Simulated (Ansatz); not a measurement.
**Phases of Sn at 180 GPa**

Structure types of Sn are relaxed in primitive cells with their symmetry kept at 180 GPa, on PAW files; LAPW relaxes the small cells further and takes the PAW cell for the others (marked *). The enthalpy is E + pV at zero temperature, without zero-point motion. Only the types listed were tried, and differences under about 5 meV/atom are mesh noise. Not among the end structures: fcc, which may lie lower.

Computed with Ansatz 0.2.0; functional PBE, scalar-relativistic. Settings: Fermi–Dirac smearing of 0.08 eV, no spin polarisation. Methods: LAPW: all electrons, basis error target 0.5 meV/atom; PAW: frozen-core files, cutoff 420 eV.

k meshes: bcc 18×18×18, hcp 16×16×9, dhcp 13×13×4, diamond 13×13×13, beta tin 17×17×17.

Spin–orbit coupling is left out, which matters for the heavy atoms.

Problem. Which type is lowest in enthalpy, and by how much?

Solution. hcp, 4 meV/atom below bcc, which is within the noise of the k meshes. The whole table:

| start type | ends as | a, b, c (Å) | V (Å³/atom) | H − H(lowest), LAPW (meV/atom) | same, PAW |
| --- | --- | --- | --- | --- | --- |
| bcc | bcc, Im-3m | 3.018, 3.018, 3.018 | 13.75 | 3.5 | 3.1 |
| hcp | hcp, P6_3/mmc | 2.695, 2.695, 4.364 | 13.72 | 0.0 | 0.0 |
| dhcp* | dhcp, P6_3/mmc | 2.692, 2.692, 8.783 | 13.78 | 77.9 | 77.9 |
| diamond | diamond, Fd-3m | 5.119, 5.119, 5.119 | 16.77 | 4789.7 | 4788.8 |
| beta tin | beta tin, I4_1/amd | 4.714, 4.714, 2.544 | 14.13 | 534.2 | 532.1 |
